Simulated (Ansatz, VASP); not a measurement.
Rb: VASP beside Ansatz

```
CELL_PARAMETERS angstrom
-2.76391 2.76391 2.76391
2.76391 -2.76391 2.76391
2.76391 2.76391 -2.76391
ATOMIC_POSITIONS crystal
Rb 0.00000 0.00000 0.00000
```

Change from the starting cell: strain -0.015 along x and y, -0.015 along z, atoms carried along.

Alike in both runs: task single point; functional PBE; k mesh 12 × 12 × 12; occupations gaussian, width 0.15 eV; no spin polarisation.

|  | VASP | Ansatz |
| --- | --- | --- |
| version | VASP 6.6.1 | Ansatz 0.2.0 |
| potentials or method | VASP PAW PBE potentials, release 64 (Rb_sv) | scalar-relativistic, plane waves, PAW |
| plane-wave cutoff (eV) | 520 | 420 |
| valence electrons in the cell | 9 | 9 |

|  | VASP | Ansatz | Ansatz less VASP |
| --- | --- | --- | --- |
| gap on the k mesh at the Fermi level (eV) | none | none | - |
| pressure (GPa) | 0.2 | 0.2 | 0.00 |

A gap of «none» marks a metal or a gap that the smearing closes.
